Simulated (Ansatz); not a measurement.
BP, DFT, LDA, all-electron PAW with datasets made for the crystal, scalar-relativistic (Ansatz 0.2.0), run on 1 thread of Arm Neoverse V2 on a shared host.

The cell comes from COD entry 9008835, which wasn't checked; take it as a given geometry. The listed cell was then made from it by scaling, straining or moving an atom.

Command: `ansatz run input.yaml --threads 1 --pin off --max-ram 3072MiB --backend cpu --events-out ev --progress --plain --runs-dir out`

```yaml
crystal:
  lattice:
    - [0.0, 2.20093, 2.269]
    - [2.20093, 0.0, 2.269]
    - [2.20093, 2.20093, 0.0]
  atoms:
    - { symbol: B, position: [0.0, 0.0, 0.0] }
    - { symbol: P, position: [0.75, 0.75, 0.75] }
kpoints:
  mp_grid: { grid: [15, 15, 15] }
scf:
  occupations: { method: fermi_dirac, width: 0.05 }
hamiltonian:
  xc: lda
  pseudopotentials: { kind: all_electron, datasets: crystal }
output:
  forces: true
  stress: true
  eigenvalues: true
  efg: { contact_densities: true }
```

Q: How large is the problem that the program sets up?

A: 288 irreducible k-points, 267 plane waves at Γ, 8 bands.

Q: About how long does it take, and how much memory does it use?

A: 16 s of wall time for 7 SCF iterations, with a peak of 0.53 GiB. Times on shared machines scatter by tens of per cent.

Q: And the same cell and mesh by PAW with the default files, asked for forces, stress, eigenvalues, efg, on the same hardware?

A: 5.6 s, peak memory 0.36 GiB.
